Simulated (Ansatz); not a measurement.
# Electroresistance of ZrC/ZnO/HfC

Wanted: the change of resistance of ZrC/ZnO/HfC with the barrier's polarity. The lower electrode is ZrC rock salt(111), the upper one HfC rock salt(111); the barrier is ZnO wurtzite(0001) (whole bilayers). In the first transport cell, after relaxation, the nearest pair of electrode and barrier is C–O at 1.40 Å, along the normal, at the lower face and C–Zn at 2.01 Å, along the normal, at the upper one. All share a net of side 3.31 Å, which strains the lower electrode by -0.6 %, the upper one by +0.7 % and the barrier by +0.6 %, against typed lattice constants near PBE's. The first steps treat the bulk electrodes alone.

Calculated with Ansatz 0.2.0; PBE DFT, plane waves, PAW files, in the first sound run; inputs show where later runs differ.

Most raw output is cut from this account.

### 1. The structure

Symmetry: R-3m, No. 166, trigonal system. The conventional cell has a = 3.310 Å, b = 3.310 Å, c = 8.193 Å, α = 90.00°, β = 90.00°, γ = 120.00°. Zr has 6 C at 2.35 Å nearest. C has 6 Zr at 2.35 Å nearest. Farther neighbours are not listed.

### 2. Layer spacing of the electrode, electrode ZrC rock salt(111)

The electrode is held to the junction's net and relaxed along the normal; its spacing is used for the ideal lead layers.

Contents of input.yaml:

```yaml
crystal:
  lattice:
    - [3.31, 0.0, 0.0]
    - [-1.655, 2.8665440865, 0.0]
    - [0.0, 0.0, 8.1930630822]
  atoms:
    - { symbol: Zr, position: [0.0, 0.0, 0.0] }
    - { symbol: C, position: [0.3333333333, 0.6666666667, 0.1666666667] }
    - { symbol: Zr, position: [0.6666666667, 0.3333333333, 0.3333333333] }
    - { symbol: C, position: [0.0, 0.0, 0.5] }
    - { symbol: Zr, position: [0.3333333333, 0.6666666667, 0.6666666667] }
    - { symbol: C, position: [0.6666666667, 0.3333333333, 0.8333333333] }
kpoints:
  mp_grid: { grid: [12, 12, 4] }
scf:
  occupations: { method: fermi_dirac, width: 0.1 }
  max_iter: 150
hamiltonian:
  xc: pbe
relax:
  f_tol: 0.01
  max_steps: 40
  cell: { fix: [a, b, angles] }
```

Started as:

```sh
ansatz run input.yaml --threads 4 --pin off --max-ram 18432MiB --backend cpu --events-out ev --progress --plain --runs-dir out
```

Run time: 5.7 s. Hardware: 4 threads of Arm Neoverse V2, shared host; peak memory 0.47 GiB.

Step by step:

```
step  energy less that of the first step (eV)  largest force component (eV/Å)  pressure (GPa)  volume (Å³)
   1                                   0.0000                          0.0000            1.66        77.74
   2                                   0.0000                          0.0000            2.38        77.50
   3                                  -0.0003                          0.0000            1.93        77.65
  4*                                  -0.0001                          0.0000            1.92        77.65
```

Relaxation steps marked * repeat the geometry before them on a plane-wave basis chosen anew for their cell, so energy and pressure can jump there. Relaxation step 2 was tried and not accepted.

The run keeps the 36 symmetry operations that it works with, so distortions that break them were not tested.

```
conventional cell, symmetrised  before  after  change
                         a (Å)   3.310  3.310  -0.0 %
                         b (Å)   3.310  3.310  -0.0 %
                         c (Å)   8.193  8.184  -0.1 %
              volume (Å³/atom)   12.96  12.94  -0.1 %
```

The relaxed structure:

```cif
data_structure
_symmetry_space_group_name_H-M 'P 1'
_symmetry_Int_Tables_number 1
_cell_length_a 3.3100
_cell_length_b 3.3100
_cell_length_c 8.1837
_cell_angle_alpha 90.000
_cell_angle_beta 90.000
_cell_angle_gamma 120.000
_cell_volume 77.65
loop_
_atom_site_label
_atom_site_type_symbol
_atom_site_fract_x
_atom_site_fract_y
_atom_site_fract_z
_atom_site_occupancy
Zr1 Zr 0.00000 0.00000 0.00000 1
C2 C 0.33333 0.66667 0.16667 1
Zr3 Zr 0.66667 0.33333 0.33333 1
C4 C 0.00000 0.00000 0.50000 1
Zr5 Zr 0.33333 0.66667 0.66667 1
C6 C 0.66667 0.33333 0.83333 1
```

This step gave:

```yaml
free_energy: -13309.4935 eV
fermi_energy: 14.93 eV
pressure: 1.925 GPa
```

The cell shrank by 0.1 % in volume.

### 3. The strained electrode, electrode HfC rock salt(111)

System of this step: HfC. The structure is trigonal, space group R-3m (No. 166). Conventional cell: a = 3.310 Å, b = 3.310 Å, c = 8.016 Å, α = 90.00°, β = 90.00°, γ = 120.00°. Nearest to Hf lie 6 C at 2.33 Å. C has 6 Hf at 2.33 Å nearest. Farther neighbours are not listed.

input.yaml, the sections that differ from step 2:

```yaml
crystal:
  lattice:
    - [3.31, 0.0, 0.0]
    - [-1.655, 2.8665440865, 0.0]
    - [0.0, 0.0, 8.0163938998]
  atoms:
    - { symbol: Hf, position: [0.0, 0.0, 0.0] }
    - { symbol: C, position: [0.3333333333, 0.6666666667, 0.1666666667] }
    - { symbol: Hf, position: [0.6666666667, 0.3333333333, 0.3333333333] }
    - { symbol: C, position: [0.0, 0.0, 0.5] }
    - { symbol: Hf, position: [0.3333333333, 0.6666666667, 0.6666666667] }
    - { symbol: C, position: [0.6666666667, 0.3333333333, 0.8333333333] }
# kpoints, scf, hamiltonian, relax: as in step 2
```

Wall time 11 s (4 threads); peak memory 0.56 GiB.

The steps of the relaxation:

```
step  energy less that of the first step (eV)  largest force component (eV/Å)  pressure (GPa)  volume (Å³)
   1                                   0.0000                          0.0000           -1.78        76.06
   2                                   0.0010                          0.0000           -2.77        76.40
   3                                  -0.0001                          0.0000           -2.16        76.19
  4*                                  -0.0004                          0.0000           -2.16        76.19
```

Relaxation steps marked * repeat the geometry before them on a plane-wave basis chosen anew for their cell, so energy and pressure can jump there. Relaxation step 2 was tried and not accepted.

Forces are held to the 36 operations that the run works with; a distortion that breaks them can't arise in this run.

```
conventional cell, symmetrised  before  after  change
                         a (Å)   3.310  3.310  -0.0 %
                         b (Å)   3.310  3.310  -0.0 %
                         c (Å)   8.016  8.030  +0.2 %
              volume (Å³/atom)   12.68  12.70  +0.2 %
```

Final coordinates:

```xyz
6
Lattice="3.3100 0.0000 0.0000 -1.6550 2.8665 0.0000 0.0000 0.0000 8.0299" Properties=species:S:1:pos:R:3 pbc="T T T"
Hf    0.0000    0.0000    0.0000
C     0.0000    1.9110    1.3383
Hf    1.6550    0.9555    2.6766
C     0.0000    0.0000    4.0149
Hf    0.0000    1.9110    5.3532
C     1.6550    0.9555    6.6916
```

Numbers from this step:

| Property | Result |
| --- | --- |
| free energy | -47922.4303 eV |
| Fermi energy | 19.92 eV |
| pressure | -2.158 GPa |

### 4. Relaxing the interfaces, polarity O face on the lower electrode

System of this step: ZrC/ZnO/HfC. The cell holds 16 atoms: 2 Zr, 4 C, 4 O, 4 Zn and 2 Hf. Its edges and angles: a = 3.310 Å, b = 3.310 Å, c = 36.154 Å, α = 90.0°, β = 90.0°, γ = 120.0°. Vacuum lies along c.

Tunnelling depends exponentially on distance, so the interfaces are relaxed first. A short slab in vacuum serves: only the barrier and the layers next to it are taken over, and later cells can add or drop layers in the barrier's middle. The dipole correction removes the field that unlike faces would set up across the vacuum.

Contents of input.yaml:

```yaml
crystal:
  lattice:
    - [3.31, 0.0, 0.0]
    - [-1.655, 2.8665440865, 0.0]
    - [0.0, 0.0, 36.1541923208]
  atoms:
    - { symbol: Zr, position: [0.33333333, 0.66666667, 0.2212744771] }
    - { symbol: C, position: [0.66666667, 0.33333333, 0.2590435552] }
    - { symbol: Zr, position: [0.0, 0.0, 0.2968126333] }
    - { symbol: C, position: [0.33333333, 0.66666667, 0.3345817114] }
    - { symbol: O, position: [0.33333333, 0.66666667, 0.3752408966] }
    - { symbol: Zn, position: [0.66666667, 0.33333333, 0.3927573608] }
    - { symbol: O, position: [0.66666667, 0.33333333, 0.4482261642] }
    - { symbol: Zn, position: [0.33333333, 0.66666667, 0.4657426285] }
    - { symbol: O, position: [0.33333333, 0.66666667, 0.5212114319] }
    - { symbol: Zn, position: [0.66666667, 0.33333333, 0.5387278962] }
    - { symbol: O, position: [0.66666667, 0.33333333, 0.5941966996] }
    - { symbol: Zn, position: [0.33333333, 0.66666667, 0.6117131638] }
    - { symbol: C, position: [0.33333333, 0.66666667, 0.6678615624] }
    - { symbol: Hf, position: [0.66666667, 0.33333333, 0.7048162159] }
    - { symbol: C, position: [0.0, 0.0, 0.7417708694] }
    - { symbol: Hf, position: [0.33333333, 0.66666667, 0.7787255229] }
kpoints:
  mp_grid: { grid: [8, 8, 1] }
scf:
  occupations: { method: fermi_dirac, width: 0.1 }
  max_iter: 150
hamiltonian:
  xc: pbe
efield:
  axis: 3
  dipole_correction: true
relax:
  f_tol: 0.04
  max_steps: 90
output:
  forces: true
```

Wall time 66 s (4 threads); peak memory 1.2 GiB; 4.3 min of CPU time.

Step by step:

```
step  energy less that of the first step (eV)  largest force component (eV/Å)
   1                                   0.0000                          2.0086
   2                                  -0.6019                          1.9168
   3                                  -0.9533                          0.6371
   4                                  -0.9291                          1.1333
   5                                  -1.0344                          0.3304
   6                                  -1.0413                          0.2883
   7                                  -1.0473                          0.0810
   8                                  -1.0485                          0.0434
   9                                  -1.0487                          0.0050
```

Relaxation step 4 was tried and not accepted.

The run keeps the 6 symmetry operations that it works with, so distortions that break them were not tested.

The atoms that moved most (Å):

```
atom     dx     dy      dz  length
Hf14  0.000  0.000  -0.242   0.242
Zn12  0.000  0.000   0.198   0.198
Hf16  0.000  0.000  -0.196   0.196
 C13  0.000  0.000   0.179   0.179
 Zr3  0.000  0.000  -0.161   0.161
 C15  0.000  0.000   0.147   0.147
  C2  0.000  0.000  -0.137   0.137
Zn10  0.000  0.000   0.129   0.129
```

Numbers from this step:

```
free energy  : -56359.2175 eV
Fermi energy : 6.003 eV
```

The largest force component on a free atom ends at 0.0050 eV/Å. At one or more of this run's solves the program warned of density in the dipole ramp over its bound, where dipole, forces and levels can be off.

(Continued in part 2 of 3.)

[Logs are printed without paths, hosts, clocks, repeated set-up lines and the standing remarks that a program may print on its own settings, such as how far it seeks lower states.]

[Hosts, paths, dates, database ids (printed as entryN), source tags and the programs' standing remarks are cut or masked in the printed files.]
